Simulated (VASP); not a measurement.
Input of a VASP 6.6.1 run:

File INCAR:

```
  ALGO = Normal
  EDIFF = 1E-6
  ENCUT = 520
  GGA = PE
  ISIF = 2
  ISMEAR = -1
  LASPH = T
  LCHARG = T
  LELF = T
  LREAL = F
  LVHAR = T
  LWAVE = F
  NBANDS = 15
  NELM = 100
  PREC = Accurate
  SIGMA = 0.02
```

The input KPOINTS:

```
k-points
0
Gamma
  6 6 6
```

The input POSCAR:

```
BaTe
1.0
    4.3229228110      0.0000000000      0.0000000000
    0.0000000000      4.3229228110      0.0000000000
    0.0000000000      0.0000000000      4.3229228110
Ba Te
1 1
Direct
    0.0000000000      0.0000000000      0.0000000000
    0.5000000000      0.5000000000      0.5000000000
```

Potentials or basis: VASP PAW PBE potentials, release 64 (Ba_sv, Te).

Run with:

```sh
$ cat potpaw_PBE.64/Ba_sv/POTCAR potpaw_PBE.64/Te/POTCAR > POTCAR
$ mpirun -np 1 vasp_std > vasp.out
```

Question: Predict the pressure.

Answer: -1.2 GPa.

Question: What does it give for the band gap on the k mesh?

Answer: 0.88 eV, indirect (least direct gap 1.02 eV).

Caveat: spin-orbit coupling is left out, which moves the levels of the heavy elements. A k mesh can miss the band edges.
